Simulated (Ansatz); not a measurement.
**Os(0001) with 2 layers of random Os-Ir, 2x2: scattering by chemical disorder**

How strongly does chemical disorder scatter in Os(0001) with 2 layers of random Os-Ir, 2x2?

Program: Ansatz 0.2.0. Level of theory: Ansatz plane-wave DFT, PBE, PAW files; ballistic transport by layer matching (Landauer), zero bias; PAW set soft_1. Results are calculated unless marked as measured.

Report form: the programs' logs are mostly left out.

## (1) The starting structure

The cell holds 48 atoms: 46 Os and 2 Ir. Cell: a = 5.468 Å, b = 5.468 Å, c = 25.918 Å, α = 90.0°, β = 90.0°, γ = 120.0°. It derives from Os. Regions: lead, 40 atoms (40 Os); scattering region, 8 atoms (6 Os and 2 Ir). The structure is stacked along c, and the current runs across the ab planes.

## (2) With 2 alloy layers

In 2 layers a share of 0.25 of the sites is given to Ir at random. The layers about the cell's end stay perfect and serve as the lead. Energies from -0.05 to 0.05 eV in steps of 0.05 eV are too few for the program's thermal sum, so it prints no conductance; for a metal the transmission near the Fermi level serves, at a fraction of the cost.

Input file input.yaml:

```yaml
crystal:
  lattice:
    - [5.4682, 0.0, 0.0]
    - [-2.7341, 4.735600113, 0.0]
    - [0.0, 0.0, 25.9182]
  atoms:
    - { symbol: Os, position: [0.1666666667, 0.3333333333, 0.0416666667] }
    - { symbol: Os, position: [0.1666666667, 0.8333333333, 0.0416666667] }
    - { symbol: Os, position: [0.6666666667, 0.3333333333, 0.0416666667] }
    - { symbol: Os, position: [0.6666666667, 0.8333333333, 0.0416666667] }
    - { symbol: Os, position: [0.3333333333, 0.1666666667, 0.125] }
    - { symbol: Os, position: [0.3333333333, 0.6666666667, 0.125] }
    - { symbol: Os, position: [0.8333333333, 0.1666666667, 0.125] }
    - { symbol: Os, position: [0.8333333333, 0.6666666667, 0.125] }
[... 36 atom lines left out ...]
    - { symbol: Os, position: [0.3333333333, 0.1666666667, 0.9583333333] }
    - { symbol: Os, position: [0.3333333333, 0.6666666667, 0.9583333333] }
    - { symbol: Os, position: [0.8333333333, 0.1666666667, 0.9583333333] }
    - { symbol: Os, position: [0.8333333333, 0.6666666667, 0.9583333333] }
kpoints:
  mp_grid: { grid: [5, 5, 1] }
hamiltonian:
  xc: pbe
  pseudopotentials: { kind: paw, azcp: { folder: soft_1 } }
scf:
  occupations: { method: fermi_dirac, width: 0.1 }
output:
  transmission:
    leads: [[0, 8]]
    kmesh: [10, 10]
    e_range: [-0.05, 0.05]
    de: 0.05
  write_potential: true
  write_density: true
  volumetric_format: npy
```

On the command line:

```sh
> ansatz run input.yaml --threads 4 --pin off --max-ram 15360MiB --backend cpu --events-out ev --progress --plain --runs-dir out
```

Wall time 4.4 min (4 threads of Intel Xeon 6975P-C (Granite Rapids), shared host); peak memory 6.1 GiB; 16 min of CPU time.

Numbers from this step:

```
free energy                                    : -547625.7257 eV
energy at zero smearing                        : -547625.1600 eV
Fermi energy                                   : 26.07 eV
cell area                                      : 25.90 Å²
transmission per spin nearest the Fermi level  : 3.936
open channels per spin nearest the Fermi level : 4.55
step of the lead's potential                   : 2.7 meV
```

Per spin. Transmission, zone mean against energy, zero at the Fermi level:

| energy (eV) | transmission, zone mean |
| --- | --- |
| -0.0500 | 4.22 |
| 0.0000 | 3.94 |
| 0.0500 | 3.91 |

Per spin. Open channels, zone mean, lead against energy, zero at the Fermi level:

| energy (eV) | open channels, zone mean, lead |
| --- | --- |
| -0.0500 | 4.74 |
| 0.0000 | 4.55 |
| 0.0500 | 4.55 |

Transmission over k1 and k2. At 0.0000 eV from the Fermi level.

Values, 10 rows by 10 columns:
```
 3.0  3.9  4.0  3.9  4.0  3.9  3.0  1.5  1.1  1.5
 3.0  3.8  4.8  4.8  4.8  4.8  3.8  3.0  1.2  1.2
 3.0  3.3  4.8  4.7  4.6  4.7  4.8  3.3  3.0  1.9
 3.5  3.9  4.9  4.6  6.8  6.8  4.6  4.9  3.9  3.5
 4.8  4.0  4.9  4.8  6.8 10.7  6.8  4.8  4.9  4.0
 3.5  3.5  3.9  4.9  4.6  6.8  6.8  4.6  4.9  3.9
 3.0  1.9  3.0  3.3  4.8  4.7  4.6  4.7  4.8  3.3
 3.0  1.2  1.2  3.0  3.8  4.8  4.8  4.8  4.8  3.8
 3.0  1.5  1.1  1.5  3.0  3.9  4.0  3.9  4.0  3.9
 5.4  3.5  2.9  2.9  3.5  5.4  3.5  2.9  2.9  3.5
```
Columns: k1 (b1) from -0.5 to 0.4; rows upwards: k2 (b2) from -0.5 to 0.4.

Open channels over k1 and k2. At 0.0000 eV from the Fermi level.

Values, 10 rows by 10 columns:
```
 4.0  5.0  5.0  5.0  5.0  5.0  4.0  3.0  2.0  3.0
 3.0  5.0  5.0  5.0  5.0  5.0  5.0  3.0  2.0  2.0
 3.0  5.0  5.0  5.0  5.0  5.0  5.0  5.0  3.0  3.0
 4.0  5.0  5.0  5.0  7.0  7.0  5.0  5.0  5.0  4.0
 6.0  5.0  5.0  5.0  7.0 11.0  7.0  5.0  5.0  5.0
 4.0  4.0  5.0  5.0  5.0  7.0  7.0  5.0  5.0  5.0
 3.0  3.0  3.0  5.0  5.0  5.0  5.0  5.0  5.0  5.0
 3.0  2.0  2.0  3.0  5.0  5.0  5.0  5.0  5.0  5.0
 4.0  3.0  2.0  3.0  4.0  5.0  5.0  5.0  5.0  5.0
 6.0  4.0  3.0  3.0  4.0  6.0  4.0  3.0  3.0  4.0
```
Columns: k1 (b1) from -0.5 to 0.4; rows upwards: k2 (b2) from -0.5 to 0.4.

Over the solved energies the transmission per spin lies between 3.91 and 4.22, out of 4.61 channels of the lead on average (up to 4.74).

## (3) With 6 alloy layers

In 6 layers a share of 0.25 of the sites is given to Ir at random. A fresh draw is used; the growth of the resistance with length is what counts.

System of this step: Os(0001) with 6 layers of random Os-Ir, 2x2. The cell holds 64 atoms: 58 Os and 6 Ir. Its edges and angles: a = 5.468 Å, b = 5.468 Å, c = 34.558 Å, α = 90.0°, β = 90.0°, γ = 120.0°. It derives from Os. Regions: lead, 40 atoms (40 Os); scattering region, 24 atoms (18 Os and 6 Ir). The structure is stacked along c, and the current runs across the ab planes.

Input file input.yaml:

```yaml
crystal:
  lattice:
    - [5.4682, 0.0, 0.0]
    - [-2.7341, 4.735600113, 0.0]
    - [0.0, 0.0, 34.5576]
  atoms:
    - { symbol: Os, position: [0.1666666667, 0.3333333333, 0.03125] }
    - { symbol: Os, position: [0.1666666667, 0.8333333333, 0.03125] }
    - { symbol: Os, position: [0.6666666667, 0.3333333333, 0.03125] }
    - { symbol: Os, position: [0.6666666667, 0.8333333333, 0.03125] }
    - { symbol: Os, position: [0.3333333333, 0.1666666667, 0.09375] }
    - { symbol: Os, position: [0.3333333333, 0.6666666667, 0.09375] }
    - { symbol: Os, position: [0.8333333333, 0.1666666667, 0.09375] }
    - { symbol: Os, position: [0.8333333333, 0.6666666667, 0.09375] }
[... 52 atom lines left out ...]
    - { symbol: Os, position: [0.3333333333, 0.1666666667, 0.96875] }
    - { symbol: Os, position: [0.3333333333, 0.6666666667, 0.96875] }
    - { symbol: Os, position: [0.8333333333, 0.1666666667, 0.96875] }
    - { symbol: Os, position: [0.8333333333, 0.6666666667, 0.96875] }
kpoints:
  mp_grid: { grid: [5, 5, 1] }
hamiltonian:
  xc: pbe
  pseudopotentials: { kind: paw, azcp: { folder: soft_1 } }
scf:
  occupations: { method: fermi_dirac, width: 0.1 }
output:
  transmission:
    leads: [[0, 8]]
    kmesh: [10, 10]
    e_range: [-0.05, 0.05]
    de: 0.05
  write_potential: true
  write_density: true
  volumetric_format: npy
```

Elapsed: 7.1 min, on 4 threads; peak memory 9.4 GiB; 25 min of CPU time.

Numbers from this step:

- free energy: -732004.1199 eV
- energy at zero smearing: -732003.3626 eV
- Fermi energy: 26.11 eV
- transmission per spin nearest the Fermi level: 3.483
- step of the lead's potential: 3.5 meV

Per spin. Table of transmission, zone mean by energy, zero at the Fermi level:

| energy (eV) | transmission, zone mean |
| --- | --- |
| -0.0500 | 3.64 |
| 0.0000 | 3.48 |
| 0.0500 | 3.60 |

Over the solved energies the transmission per spin lies between 3.48 and 3.64, out of 4.53 channels of the lead on average (up to 4.55).

## (4) With 10 alloy layers

In 10 layers a share of 0.25 of the sites is given to Ir at random. A fresh draw is used; the growth of the resistance with length is what counts.

System of this step: Os(0001) with 10 layers of random Os-Ir, 2x2. The cell holds 80 atoms: 70 Os and 10 Ir. Cell: a = 5.468 Å, b = 5.468 Å, c = 43.197 Å, α = 90.0°, β = 90.0°, γ = 120.0°. It derives from Os. Regions: lead, 40 atoms (40 Os); scattering region, 40 atoms (30 Os and 10 Ir). The structure is stacked along c, and the current runs across the ab planes.

Input file input.yaml:

```yaml
crystal:
  lattice:
    - [5.4682, 0.0, 0.0]
    - [-2.7341, 4.735600113, 0.0]
    - [0.0, 0.0, 43.197]
  atoms:
    - { symbol: Os, position: [0.1666666667, 0.3333333333, 0.025] }
    - { symbol: Os, position: [0.1666666667, 0.8333333333, 0.025] }
    - { symbol: Os, position: [0.6666666667, 0.3333333333, 0.025] }
    - { symbol: Os, position: [0.6666666667, 0.8333333333, 0.025] }
    - { symbol: Os, position: [0.3333333333, 0.1666666667, 0.075] }
    - { symbol: Os, position: [0.3333333333, 0.6666666667, 0.075] }
    - { symbol: Os, position: [0.8333333333, 0.1666666667, 0.075] }
    - { symbol: Os, position: [0.8333333333, 0.6666666667, 0.075] }
[... 68 atom lines left out ...]
    - { symbol: Os, position: [0.3333333333, 0.1666666667, 0.975] }
    - { symbol: Os, position: [0.3333333333, 0.6666666667, 0.975] }
    - { symbol: Os, position: [0.8333333333, 0.1666666667, 0.975] }
    - { symbol: Os, position: [0.8333333333, 0.6666666667, 0.975] }
kpoints:
  mp_grid: { grid: [5, 5, 1] }
hamiltonian:
  xc: pbe
  pseudopotentials: { kind: paw, azcp: { folder: soft_1 } }
scf:
  occupations: { method: fermi_dirac, width: 0.1 }
output:
  transmission:
    leads: [[0, 8]]
    kmesh: [10, 10]
    e_range: [-0.05, 0.05]
    de: 0.05
  write_potential: true
  write_density: true
  volumetric_format: npy
```

Elapsed: 17 min, on 4 threads; peak memory 8.9 GiB; 61 min of CPU time.

This step gave:

| Item | Value |
| --- | --- |
| free energy | -916382.5006 eV |
| energy at zero smearing | -916381.5922 eV |
| Fermi energy | 26.12 eV |
| transmission per spin nearest the Fermi level | 3.374 |
| step of the lead's potential | 2.7 meV |

Per spin. Table of transmission, zone mean by energy, zero at the Fermi level:

| energy (eV) | transmission, zone mean |
| --- | --- |
| -0.0500 | 3.39 |
| 0.0000 | 3.37 |
| 0.0500 | 3.38 |

Over the solved energies the transmission per spin lies between 3.37 and 3.39, out of 4.53 channels of the lead on average (up to 4.55).

## (5) Resistance against length

This step: Ansatz plane-wave DFT, PBE, PAW files; ballistic transport by layer matching (Landauer), zero bias; residual resistivity from the slope of the area resistance, atoms on the host's lattice; PAW set soft_1 (Ansatz 0.2.0).

Numbers from this step:

- resistivity: 8.403 µΩ cm
- intercept: 0.07643 fΩ m²
- scatter about the fit: 0.008693 fΩ m²

Resistance, by row:

| run | length (Å) | T | channels N | RA (fΩ m²) |
| --- | --- | --- | --- | --- |
| n2 | 4.32 | 4.022 | 4.613 | 0.1066 |
| n6 | 12.96 | 3.575 | 4.533 | 0.1976 |
| n10 | 21.6 | 3.379 | 4.533 | 0.2518 |

The area resistance by length of the alloy:

| length of the alloy (Å) | area resistance (fΩ m²) |
| --- | --- |
| 4.32 | 0.107 |
| 12.96 | 0.198 |
| 21.60 | 0.252 |

The area resistance goes from 0.11 to 0.25 fΩ m² between 4.3 and 21.6 Å, a slope of 8.4 µΩ cm.

By hand from the end points: (0.2518 − 0.1066) fΩ m² / (21.60 − 4.32) Å = 8.4 µΩ cm, since 1 fΩ m² per Å is 1000 µΩ cm.

## (6) Summary of results

```json
{"resistivity from the slope": "8.40 µΩ cm", "area resistance over 4.32 Å": "0.107 fΩ m²", "area resistance over 13.0 Å": "0.198 fΩ m²", "area resistance over 21.6 Å": "0.252 fΩ m²"}
```

In words: The slope gives 8.4 µΩ cm. The points scatter by 0.0087 fΩ m² about the line, with one random draw a length in a 2x2 cell, so the slope is a rough value. The lead's own channel count moves between the runs (4.61, 4.53 and 4.53), which shifts RA and the slope too. Read with a model of isotropic scattering on a spherical Fermi surface and the lead's 1.4×10¹⁵ S/m², this slope means a mean free path near 73 Å; over these lengths the model's slope is 1.13 times its bulk resistivity, which would be 7.4 µΩ cm. The draw over the shortest length came out nearly ordered, with 8 symmetry operations, so that point is a poor sample of a random alloy. The atoms sit on the host's lattice, so scattering by size misfit is left out. Spin-orbit coupling is left out, which matters for Ir and Os.

[Logs are printed without paths, hosts, clocks, repeated set-up lines and the standing remarks that a program may print on its own settings, such as how far it seeks lower states.]

[Hosts, paths, dates, database ids (printed as entryN), source tags and the programs' standing remarks are cut or masked in the printed files.]
